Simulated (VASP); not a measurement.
# Ge (Fd-3m) in VASP: a series of runs, part 2 of 2

VASP 6.6.1.

## 3. Phonons, PBEsol

File POSCAR:

```
Ge
1.0
    0.0000000000      2.8290000000      2.8290000000
    2.8290000000      0.0000000000      2.8290000000
    2.8290000000      2.8290000000      0.0000000000
Ge
2
Direct
    0.0000000000      0.0000000000      0.0000000000
    0.2500000000      0.2500000000      0.2500000000
```

File INCAR.step1:

```
SYSTEM = Ge
PREC = Accurate
ENCUT = 600
EDIFF = 1E-8
ISMEAR = -1
SIGMA = 0.03
LREAL = .FALSE.
LASPH = .TRUE.
NELM = 100
ALGO = Fast
ISIF = 3
LWAVE = .FALSE.
LCHARG = .FALSE.
GGA = PS
NELECT = 27.98642
IBRION = 2
NSW = 40
EDIFFG = -0.002
```

File INCAR.step2:

```
SYSTEM = Ge
PREC = Accurate
ENCUT = 600
EDIFF = 1E-8
ISMEAR = -1
SIGMA = 0.03
LREAL = .FALSE.
LASPH = .TRUE.
NELM = 100
ALGO = Fast
ISIF = 2
LWAVE = .FALSE.
LCHARG = .FALSE.
GGA = PS
NELECT = 27.98642
IBRION = 8
NSW = 1
```

File KPOINTS:

```
regular mesh
0
G
  24 24 24
  0 0 0
```

Potentials or basis: VASP PAW PBE potentials, release 64 (Ge_d).

The run is started by

```console
$ cat potpaw_PBE.64/Ge_d/POTCAR > POTCAR
$ cp INCAR.step1 INCAR
$ mpirun -np 1 vasp_std > vasp.out
$ cp CONTCAR POSCAR
$ cp INCAR.step2 INCAR
$ mpirun -np 1 vasp_std > vasp.out
```

OUTCAR:

```text
SYSTEM = Ge
   PREC = Accurate
   ENCUT = 600
   EDIFF = 1E-8
   ISMEAR = -1
   LREAL = .FALSE.
   LASPH = .TRUE.
   NELM = 100
   ISIF = 2
   GGA = PS
   NELECT = 27.98642
   IBRION = 8
   NSW = 1

 ion  position               nearest neighbor table
   1  0.000  0.000  0.000-   2 2.45   2 2.45   2 2.45   2 2.45
   2  0.250  0.250  0.250-   1 2.45   1 2.45   1 2.45   1 2.45

  LATTYP: Found a face centered cubic cell.
 ALAT       =     5.6615033931

  Lattice vectors:

 A1 = (   0.0000000000,   2.8307516965,   2.8307516965)
 A2 = (   2.8307516965,   0.0000000000,   2.8307516965)
 A3 = (   2.8307516965,   2.8307516965,   0.0000000000)

Analysis of symmetry for initial positions (statically):
=====================================================================
 Subroutine PRICEL returns:
 Original cell was already a primitive cell.

 Routine SETGRP: Setting up the symmetry group for a
 face centered cubic supercell.

 Subroutine GETGRP returns: Found 48 space group operations
 (whereof 24 operations were pure point group operations)
 out of a pool of 48 trial point group operations.

The static configuration has the point symmetry T_d .
 The point group associated with its full space group is O_h .

Analysis of symmetry for dynamics (positions and initial velocities):
=====================================================================
 Subroutine PRICEL returns:
 Original cell was already a primitive cell.

 Routine SETGRP: Setting up the symmetry group for a
[... 691 lines left out ...]
 -----------------------------------------------------------------------------------
      0.00000      0.00000      0.00000         0.000000      0.000000      0.000000
      1.41538      1.41538      1.41538        -0.000000     -0.000000     -0.000000
 -----------------------------------------------------------------------------------
    total drift:                               -0.000000      0.000000      0.000000

  FREE ENERGIE OF THE ION-ELECTRON SYSTEM (eV)
  ---------------------------------------------------
  free  energy   TOTEN  =        -9.9391423157 eV

  energy  without entropy=       -9.9388523360  energy(sigma->0) =       -9.93899733

[... ionic steps 2 to 3 ...]

--------------------------------------- Ionic step        4  -------------------------------------------

 Free energy of the ion-electron system (eV)
  ---------------------------------------------------
  ---------------------------------------------------
  free energy    TOTEN  =        -0.19390978 eV

  energy without entropy =       -0.19390978

------------------------ aborting loop because EDIFF is reached ----------------------------------------

 INTERNAL STRAIN TENSOR  FOR ION    1  DIRECTION 1   (eV/Angst):
 -----------------------------------------------------------------------------
    -0.00248 -0.00000 -0.00000
     0.00000  0.00172  8.26065
     0.00000  8.26065  0.00172

 INTERNAL STRAIN TENSOR FOR ION    2 for displacements in x,y,z  (eV/Angst):
          X           Y           Z          XY          YZ          ZX
  --------------------------------------------------------------------------------
  x     0.00000     0.00000     0.00000     0.00000    -8.26065     0.00000
  y     0.00000    -0.00000     0.00000    -0.00000     0.00000    -8.26065
  z     0.00000     0.00000     0.00000    -8.26065     0.00000     0.00000

 SECOND DERIVATIVES (NOT SYMMETRIZED)
 ------------------------------------
               1X          1Y          1Z          2X          2Y          2Z
  1X   -10.446946    0.000000    0.000000   10.446946    0.000000    0.000000
  1Y     0.000000  -10.446946    0.000000    0.000000   10.446946    0.000000
  1Z     0.000000    0.000000  -10.446946    0.000000    0.000000   10.446946
  2X    10.446946    0.000000    0.000000  -10.446946    0.000000    0.000000
  2Y     0.000000   10.446946    0.000000    0.000000  -10.446946    0.000000
  2Z     0.000000    0.000000   10.446946    0.000000    0.000000  -10.446946

 Eigenvectors and eigenvalues of the dynamical matrix
 ----------------------------------------------------

   1 f  =    8.386142 THz    52.691682 2PiTHz  279.731573 cm-1    34.682279 meV
             X         Y         Z           dx          dy          dz
      0.000000  0.000000  0.000000     0.000000   -0.707107    0.000000
      1.415376  1.415376  1.415376     0.000000    0.707107    0.000000
[... 21 lines left out ...]
   6 f  =    0.000000 THz     0.000000 2PiTHz    0.000000 cm-1     0.000000 meV
             X         Y         Z           dx          dy          dz
      0.000000  0.000000  0.000000     0.000000    0.000000    0.707107
      1.415376  1.415376  1.415376     0.000000    0.000000    0.707107

--------------------------------------------------------------------------------------------------------

 ELASTIC MODULI CONTR FROM IONIC RELAXATION (kBar)
 Direction    XX          YY          ZZ          XY          YZ          ZX
 --------------------------------------------------------------------------------
 XX          -0.0000      0.0000      0.0000      0.0000      0.0000     -0.0000
 YY           0.0000     -0.0000      0.0000     -0.0000      0.0000     -0.0000
 ZZ           0.0000      0.0000     -0.0000      0.0000     -0.0000      0.0000
 XY           0.0000     -0.0000      0.0000   -230.6822      0.0000     -0.0000
 YZ           0.0000      0.0000     -0.0000      0.0000   -230.6822      0.0000
 ZX          -0.0000     -0.0000      0.0000     -0.0000      0.0000   -230.6822
 --------------------------------------------------------------------------------
```

OSZICAR.step1:

```text
N       E                     dE             d eps       ncg     rms          rms(c)
DAV:   1     0.168182470916E+03    0.16818E+03   -0.16017E+04 15152   0.439E+03
DAV:   2     0.119323328897E+02   -0.15625E+03   -0.15371E+03 14902   0.570E+02
DAV:   3    -0.938095092979E+01   -0.21313E+02   -0.21074E+02 16158   0.153E+02
[... 30 lines left out ...]
RMM:   4    -0.993913068709E+01    0.29907E-05   -0.18685E-05 16818   0.594E-02    0.702E-03
RMM:   5    -0.993913124214E+01   -0.55506E-06   -0.30644E-06 16559   0.174E-02    0.226E-03
RMM:   6    -0.993913141112E+01   -0.16898E-06   -0.16037E-06 16661   0.213E-02    0.469E-04
RMM:   7    -0.993913142371E+01   -0.12583E-07   -0.33048E-07 17847   0.545E-03    0.589E-04
RMM:   8    -0.993913145406E+01   -0.30355E-07   -0.42106E-08 11617   0.249E-03    0.104E-04
RMM:   9    -0.993913144649E+01    0.75752E-08   -0.16134E-08  9649   0.142E-03
   3 F= -.99391314E+01 E0= -.99389865E+01  d E =-.350802E-04
```

Run time: 24 min. Hardware: 1 thread of Intel Xeon 6975P-C (Granite Rapids), shared host; peak memory 3.2 GiB.

What came out:

* Relaxed volume: 22.68 Å³/atom
* Relaxed cell: a = 4.003 Å, b = 4.003 Å, c = 4.003 Å, α = 60.00°, β = 60.00°, γ = 60.00°
* Space group after relaxing (to 0.05 Å): Fd-3m (No. 227)
* Highest phonon frequency at Γ: 280 cm⁻¹

Final structure:
```
Ge
1.0
     0.00000    2.83075    2.83075
     2.83075    0.00000    2.83075
     2.83075    2.83075    0.00000
Ge
2
Direct
  0.00000 0.00000 0.00000
  0.25000 0.25000 0.25000
```

Phonon frequencies in cm⁻¹ (negative: imaginary):
```csv
q point,frequencies
"(0.000, 0.000, 0.000)",0 0 0 280 280 280
```

Caveat: the cell is charged against a uniform background, so pressure and absolute levels hang on convention; the PAW data sets were made with another functional, which shifts forces and pressure a little.

## 4. Phonons, PBEsol

POSCAR is that of step 3.

File INCAR.step1:

```
SYSTEM = Ge
  PREC = Accurate
  ENCUT = 600
  EDIFF = 1E-8
  ISMEAR = -1
  SIGMA = 0.03
  LREAL = .False.
  LASPH = .True.
  NELM = 100
  ALGO = Normal
  ISIF = 3
  LWAVE = .False.
  LCHARG = .False.
  GGA = PS
  IBRION = 2
  NSW = 40
  EDIFFG = -0.002
```

File INCAR.step2:

```
SYSTEM = Ge
  PREC = Accurate
  ENCUT = 600
  EDIFF = 1E-8
  ISMEAR = -1
  SIGMA = 0.03
  LREAL = .False.
  LASPH = .True.
  NELM = 100
  ALGO = Normal
  ISIF = 2
  LWAVE = .False.
  LCHARG = .False.
  GGA = PS
  IBRION = 8
  NSW = 1
```

File KPOINTS:

```
regular mesh
0
Gamma
  24 24 24
  0 0 0
```

Potentials or basis: VASP PAW PBE potentials, release 64 (Ge_d).

The run is started by

```console
$ cat potpaw_PBE.64/Ge_d/POTCAR > POTCAR
$ cp INCAR.step1 INCAR
$ mpirun -np 1 vasp_std > vasp.out
$ cp CONTCAR POSCAR
$ cp INCAR.step2 INCAR
$ mpirun -np 1 vasp_std > vasp.out
```

OUTCAR:

```text
SYSTEM = Ge
   PREC = Accurate
   ENCUT = 600
   EDIFF = 1E-8
   ISMEAR = -1
   LREAL = .False.
   LASPH = .True.
   NELM = 100
   ISIF = 2
   GGA = PS
   IBRION = 8
   NSW = 1

 ion  position               nearest neighbor table
   1  0.000  0.000  0.000-   2 2.46   2 2.46   2 2.46   2 2.46
   2  0.250  0.250  0.250-   1 2.46   1 2.46   1 2.46   1 2.46

  LATTYP: Found a face centered cubic cell.
 ALAT       =     5.6743746408

  Lattice vectors:

 A1 = (   0.0000000000,   2.8371873204,   2.8371873204)
 A2 = (   2.8371873204,   0.0000000000,   2.8371873204)
 A3 = (   2.8371873204,   2.8371873204,   0.0000000000)

Analysis of symmetry for initial positions (statically):
=====================================================================
 Subroutine PRICEL returns:
 Original cell was already a primitive cell.

 Routine SETGRP: Setting up the symmetry group for a
 face centered cubic supercell.
[... 729 lines left out ...]

 INTERNAL STRAIN TENSOR  FOR ION    1  DIRECTION 1   (eV/Angst):
 -----------------------------------------------------------------------------
    -0.00288 -0.00000  0.00000
    -0.00000  0.00186  7.86125
     0.00000  7.86125  0.00186

 INTERNAL STRAIN TENSOR FOR ION    2 for displacements in x,y,z  (eV/Angst):
          X           Y           Z          XY          YZ          ZX
  --------------------------------------------------------------------------------
  x     0.00000     0.00000     0.00000    -0.00000    -7.86125     0.00000
  y     0.00000    -0.00000     0.00000     0.00000    -0.00000    -7.86125
  z     0.00000     0.00000     0.00000    -7.86125     0.00000    -0.00000

 SECOND DERIVATIVES (NOT SYMMETRIZED)
 ------------------------------------
               1X          1Y          1Z          2X          2Y          2Z
  1X   -11.029943    0.000000    0.000000   11.029943    0.000000    0.000000
  1Y     0.000000  -11.029943    0.000000    0.000000   11.029943    0.000000
  1Z     0.000000    0.000000  -11.029943    0.000000    0.000000   11.029943
  2X    11.029943    0.000000    0.000000  -11.029943    0.000000    0.000000
  2Y     0.000000   11.029943    0.000000    0.000000  -11.029943    0.000000
  2Z     0.000000    0.000000   11.029943    0.000000    0.000000  -11.029943

 Eigenvectors and eigenvalues of the dynamical matrix
 ----------------------------------------------------

   1 f  =    8.616961 THz    54.141964 2PiTHz  287.430886 cm-1    35.636872 meV
             X         Y         Z           dx          dy          dz
      0.000000  0.000000  0.000000     0.000000   -0.707107    0.000000
      1.418594  1.418594  1.418594     0.000000    0.707107    0.000000
[... 21 lines left out ...]
   6 f  =    0.000000 THz     0.000000 2PiTHz    0.000000 cm-1     0.000000 meV
             X         Y         Z           dx          dy          dz
      0.000000  0.000000  0.000000     0.000000    0.000000    0.707107
      1.418594  1.418594  1.418594     0.000000    0.000000    0.707107

--------------------------------------------------------------------------------------------------------

 ELASTIC MODULI CONTR FROM IONIC RELAXATION (kBar)
 Direction    XX          YY          ZZ          XY          YZ          ZX
 --------------------------------------------------------------------------------
 XX          -0.0000     -0.0000     -0.0000      0.0000      0.0000      0.0000
 YY          -0.0000     -0.0000     -0.0000      0.0000      0.0000     -0.0000
 ZZ          -0.0000     -0.0000     -0.0000      0.0000      0.0000      0.0000
 XY           0.0000      0.0000      0.0000   -196.5290     -0.0000     -0.0000
 YZ           0.0000      0.0000      0.0000     -0.0000   -196.5290      0.0000
 ZX           0.0000     -0.0000      0.0000     -0.0000      0.0000   -196.5290
 --------------------------------------------------------------------------------
```

OSZICAR.step1:

```text
N       E                     dE             d eps       ncg     rms          rms(c)
DAV:   1     0.168406214504E+03    0.16841E+03   -0.16596E+04 15152   0.460E+03
DAV:   2     0.120181436446E+02   -0.15639E+03   -0.15384E+03 14902   0.570E+02
DAV:   3    -0.931766174986E+01   -0.21336E+02   -0.21095E+02 16158   0.154E+02
[... 29 lines left out ...]
DAV:   5    -0.987523256761E+01    0.17593E-05   -0.13188E-05 17228   0.735E-02    0.635E-03
DAV:   6    -0.987523289290E+01   -0.32529E-06   -0.91156E-07 18852   0.199E-02    0.315E-04
DAV:   7    -0.987523295458E+01   -0.61686E-07   -0.51901E-08 16234   0.383E-03    0.233E-04
DAV:   8    -0.987523292987E+01    0.24713E-07   -0.92169E-09  8144   0.219E-03    0.618E-05
DAV:   9    -0.987523292734E+01    0.25302E-08   -0.67459E-10  7440   0.381E-04
   3 F= -.98752329E+01 E0= -.98752024E+01  d E =-.728392E-03
```

It took 48 min on 1 thread of Intel Xeon Platinum 8259CL at 2.50GHz (Skylake/Cascade Lake), shared host; peak memory 3.3 GiB.

Results:

| Item | Value |
| --- | --- |
| Relaxed volume | 22.84 Å³/atom |
| Relaxed cell | a = 4.012 Å, b = 4.012 Å, c = 4.012 Å, α = 60.00°, β = 60.00°, γ = 60.00° |
| Space group after relaxing (to 0.05 Å) | Fd-3m (No. 227) |
| Highest phonon frequency at Γ | 287 cm⁻¹ |

Step by step:
```csv
step,energy change (eV),largest force (eV/Å),pressure (GPa),volume (Å³)
1,0.0000,0.0000,0.60,45.28
2,-0.0006,0.0000,-0.23,45.84
3,-0.0007,0.0000,0.00,45.68
```

Final structure:
```
Ge
1.0
     0.00000    2.83719    2.83719
     2.83719    0.00000    2.83719
     2.83719    2.83719    0.00000
Ge
2
Cartesian
  0.0000 0.0000 0.0000
  1.4186 1.4186 1.4186
```

Phonon frequencies in cm⁻¹ (negative: imaginary):
```
              q point        frequencies
(0.000, 0.000, 0.000)  0 0 0 287 287 287
```

Caveat: the PAW data sets were made with another functional, which shifts forces and pressure a little.
